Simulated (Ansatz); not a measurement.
A run of Ansatz 0.2.0:

The input input.yaml:

```yaml
crystal:
  lattice:
    - [2.0, 1.1547005384, 8.44]
    - [-2.0, 1.1547005384, 8.44]
    - [0.0, -2.3094010768, 8.44]
  atoms:
    - { symbol: In, position: [0.8886, 0.8886, 0.8886] }
    - { symbol: In, position: [0.0, 0.0, 0.0] }
    - { symbol: Se, position: [0.1719, 0.1719, 0.1719] }
    - { symbol: Se, position: [0.3835, 0.3835, 0.3835] }
hamiltonian:
  xc: lda
  pseudopotentials: { kind: paw }
kpoints:
  mp_grid: { grid: [8, 8, 8] }
  band_path:
    path:
      - [[0.0, 0.0, 0.0], [0.5, 0.0, 0.0], [0.5, 0.1791451724, -0.1791451724]]
      - [[0.8208548276, 0.5, 0.1791451724], [0.5, 0.5, 0.5], [0.0, 0.0, 0.0], [0.3395725862, 0.0, -0.3395725862]]
      - [[0.6604274138, 0.3395725862, 0.0], [0.5, 0.5, 0.0], [0.6604274138, 0.6604274138, 0.1791451724], [0.5, 0.5, 0.5]]
      - [[0.5, 0.0, 0.0], [0.8208548276, 0.3395725862, 0.3395725862]]
    npoints: 14
scf:
  occupations: { method: fermi_dirac, width: 0.05 }
  n_extra_bands: 10
output:
  forces: true
  stress: true
  eigenvalues: true
  fatbands: false
```

Potentials or basis: Ansatz PAW.

Launch:

```bash
$ ansatz run input.yaml --threads 2 --pin off --max-ram 5632MiB --backend cpu --events-out ev --progress --plain --runs-dir out
```

Hardware: 2 threads of Intel(R) Xeon(R) Processor @ 2.50GHz (Skylake/Cascade Lake), with other jobs on the host.

Q: How long does it take, and how much memory?

A: Wall time 49 s on 2 threads of Intel(R) Xeon(R) Processor @ 2.50GHz (Skylake/Cascade Lake), with other jobs on the host, peak memory 0.56 GiB. Counts: scf iterations 7, plane waves 2309, k points 65, bands 39.
